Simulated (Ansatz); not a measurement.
What a change of settings does to a run on Sb

The structure is an experimental refinement, used without relaxation. The listed cell was then made from it by scaling, straining or moving an atom.

First run: DFT, PBE, all-electron PAW with datasets made for the crystal, scalar-relativistic (Ansatz 0.2.0).

Command: `ansatz run input.yaml --threads 1 --pin off --max-ram 2048MiB --backend cpu --events-out ev --progress --plain --runs-dir out` The run took 6.2 s on 1 thread of Arm Neoverse V1, on a shared host.

```yaml
crystal:
  lattice:
    - [2.1075883254, 1.216816687, 3.744]
    - [-2.1075883254, 1.216816687, 3.744]
    - [0.0, -2.4336333739, 3.744]
  atoms:
    - { symbol: Sb, position: [0.23364, 0.23364, 0.23364] }
    - { symbol: Sb, position: [0.76636, 0.76636, 0.76636] }
kpoints:
  mp_grid: { grid: [9, 9, 9] }
scf:
  occupations: { method: fermi_dirac, width: 0.05 }
hamiltonian:
  xc: pbe
  pseudopotentials: { kind: all_electron, datasets: crystal }
output:
  forces: true
  stress: true
  eigenvalues: true
  efg: { contact_densities: true }
```

Result: converged; pressure 6.07 GPa; largest force 0.427 eV/Å; no gap on the k mesh; 7 SCF iterations.

No spin–orbit coupling, which matters for the heavy atoms here.

A second run of a changed input logged this at its end:

```
Error: YAML parse error: `scf.occupations.method` is required: fixed only where the cell keeps a band gap throughout the run, explicit beside scf.occupations.values (under evaluate: without them), else a smearing such as fermi_dirac (scf.occupations.width is optional; its entry in the input reference gives the default)
```

Task: What was wrong with the input?

Result: No occupation method, by this change (others could give a like log):
```diff
@@ -10,5 +10,5 @@
   mp_grid: { grid: [9, 9, 9] }
 scf:
-  occupations: { method: fermi_dirac, width: 0.05 }
+  max_iter: 80
 hamiltonian:
   xc: pbe
```
